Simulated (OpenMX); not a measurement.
ZrSe2 under changes of volume

One of the cells (25.784 Å³/atom); the others are scaled copies at fixed shape and fractional positions:

```
Zr Se
1.0
     3.79800    0.00000    0.00000
    -1.89900    3.28916    0.00000
     0.00000    0.00000    6.19200
Zr Se
1 2
Direct
  0.00000 0.00000 0.00000
  0.66667 0.33333 0.75000
  0.33333 0.66667 0.25000
```

```yaml
Program: OpenMX 3.8.5
Functional: LDA
Potentials_or_basis: OpenMX 2013 LDA set, Zr7.0-s3p2d2, Se7.0-s3p2d2, fixed grid of 40 × 40 × 75 points
k_mesh: 9 × 9 × 5
Occupations: fermi-dirac, width 0.05 eV
Spin: no spin polarisation
```

```csv
volume (Å³/atom),energy over the lowest point (meV/atom),gap on the mesh (eV),largest force (eV/Å)
24.237,8.64,0.11,0.995
24.753,1.38,0.15,0.727
25.268,0.00,0.18,0.475
25.784,3.96,0.21,0.243
26.300,12.73,0.24,0.028
26.815,25.87,0.26,0.175
27.331,?,?,?
```

Q: What does the run at 27.331 Å³/atom give?

A: Energy over the lowest point 42.94 meV/atom; gap on the mesh 0.29 eV; largest force 0.363 eV/Å.

Worked out: A Birch-Murnaghan fit of order 3 (a polynomial in V^(-2/3)) to the other rows has its minimum at 25.14 Å³/atom with B0 = V·E''(V) = 83 GPa and B' = 3.8 at fixed shape and positions, which overstates the stiffness. It gives 43.00 meV/atom at 27.331 Å³/atom, against the run's 42.94. A straight line through the other rows of the gap, of slope 1.49 eV per unit of ln V, extrapolates to 0.29 eV, against the run's 0.29.

Energies are extrapolated to zero smearing.

Caveats: an odd mesh through Γ misses points on the zone boundary, where band edges often lie; the basis of atomic orbitals isn't converged, which shifts pressures, moduli and gaps. Spin-orbit coupling on Se, Zr is left out.
